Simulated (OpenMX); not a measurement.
Ga:

```
CELL_PARAMETERS angstrom
4.31587 0.00000 0.00000
-3.34156 2.73143 0.00000
0.00000 0.00000 3.17000
ATOMIC_POSITIONS crystal
Ga 0.13300 0.86700 0.75000
Ga 0.86700 0.13300 0.25000
```

This isn't the form of Ga at room conditions, which is orthorhombic.

Base run:

```yaml
Program: OpenMX 3.8.5
Functional: PBE
Dispersion: D4
Potentials_or_basis: OpenMX 2013 PBE set, Ga7.0-s3p2d2, grid cutoff 500 Ry
k_mesh: 7 × 7 × 7
Occupations: fermi-dirac, width 0.05 eV
Spin: no spin polarisation
```

Its results: band gap on the k mesh none (metal or under the smearing width); pressure 0.7 GPa; largest force 0.357 eV/Å.

Problem. The run is repeated on the same cell with these changes: dispersion from D4 to D3. What comes out?

Solution. Band gap on the k mesh none (metal or under the smearing width); pressure 3.1 GPa; largest force 0.382 eV/Å.

Caveats: the basis of atomic orbitals isn't converged, which shifts pressures, moduli and gaps; pairwise dispersion overbinds metals, which lowers pressure and volume.
